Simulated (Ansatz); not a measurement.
# CdO: the cost of one run

Computed with Ansatz 0.2.0 (DFT PBE, scalar-relativistic, plane waves, PAW, unless a step's input says otherwise).

4 further runs of the same task are left out: 2 that didn't finish, 2 set aside as unsound or not needed.

**1. The starting structure**

It takes space group Fm-3m (No. 225, cubic). The conventional cell has a = 4.768 Å, b = 4.768 Å, c = 4.768 Å, α = 90.00°, β = 90.00°, γ = 90.00°. Around Cd (site symmetry m-3m) lie 6 O at 2.38 Å. O (site symmetry m-3m) has 6 Cd at 2.38 Å as nearest neighbours.

As a file:

```cif
data_structure
_symmetry_space_group_name_H-M 'P 1'
_symmetry_Int_Tables_number 1
_cell_length_a 3.3713
_cell_length_b 3.3713
_cell_length_c 3.3713
_cell_angle_alpha 60.000
_cell_angle_beta 60.000
_cell_angle_gamma 60.000
_cell_volume 27.09
loop_
_atom_site_label
_atom_site_type_symbol
_atom_site_fract_x
_atom_site_fract_y
_atom_site_fract_z
_atom_site_occupancy
Cd1 Cd 0.00000 0.00000 0.00000 1
O1 O 0.50000 0.50000 0.50000 1
```

This cell was relaxed beforehand with the same method: volume 13.55 Å³/atom, gap on the mesh none (metal).

**2. Electronic structure at the relaxed geometry**

input.yaml

```yaml
crystal:
  lattice:
    - [0.0, 2.3838375402, 2.3838375402]
    - [2.3838375402, 0.0, 2.3838375402]
    - [2.3838375402, 2.3838375402, 0.0]
  atoms:
    - { symbol: Cd, position: [0.0, 0.0, 0.0] }
    - { symbol: O, position: [0.5, 0.5, 0.5] }
basis:
  ecutwfc: 420
kpoints:
  mp_grid: { grid: [16, 16, 16] }
  band_path:
    path:
      - [[0.0, 0.0, 0.0], [0.5, 0.0, 0.5], [0.625, 0.25, 0.625]]
      - [[0.375, 0.375, 0.75], [0.0, 0.0, 0.0], [0.5, 0.5, 0.5], [0.5, 0.25, 0.75], [0.5, 0.0, 0.5]]
    npoints: 14
hamiltonian:
  xc: pbe
scf:
  occupations: { method: gaussian, width: 0.1 }
  n_extra_bands: 6
output:
  forces: true
  stress: true
  eigenvalues: true
  populations: true
  dos: { projected: true, de: 0.02, nscf_kmesh: { grid: [24, 24, 24] } }
  bader: true
  write_density: true
  write_potential: true
  elf: true
  volumetric_format: npy
```

Launch:

```console
> ansatz run input.yaml --threads 1 --pin off --max-ram 2560MiB --backend cpu --events-out ev --progress --plain --runs-dir out
```

What time and memory should one allow on 1 thread of AMD EPYC 9R45 (Zen 5), shared host?

About 8.8 s, with a peak of 0.41 GiB.
